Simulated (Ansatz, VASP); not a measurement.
**Ta: VASP beside Ansatz**

```
CELL_PARAMETERS angstrom
2.77800 0.00000 0.00000
0.00000 2.77800 0.00000
0.00000 0.00000 2.77800
ATOMIC_POSITIONS crystal
Ta 0.00000 0.00000 0.00000
```

Alike in both runs: task single point; functional PBEsol; k mesh 13 × 13 × 13; occupations fermi-dirac, width 0.1 eV; no spin polarisation.

```csv
,VASP,Ansatz
version,VASP 6.6.1,Ansatz 0.2.0
potentials or method,"VASP PAW PBE potentials, release 64 (Ta_pv)","plane waves (420 eV) with PAW, scalar-relativistic"
plane-wave cutoff (eV),520,420
valence electrons in the cell,11,13
```

|  | VASP | Ansatz | Ansatz less VASP |
| --- | --- | --- | --- |
| pressure (GPa) | -10.2 | -10.3 | -0.15 |

With one functional, cell and mesh, what is left measures potentials, basis and numerics. The two sets of potentials don't hold the same shells in valence. Ansatz warned: «pseudo_functional_mismatch».

Caveats: the PAW data sets were made with another functional, which shifts forces and pressure a little (VASP). Spin-orbit coupling is left out, which matters for the levels of Ta.
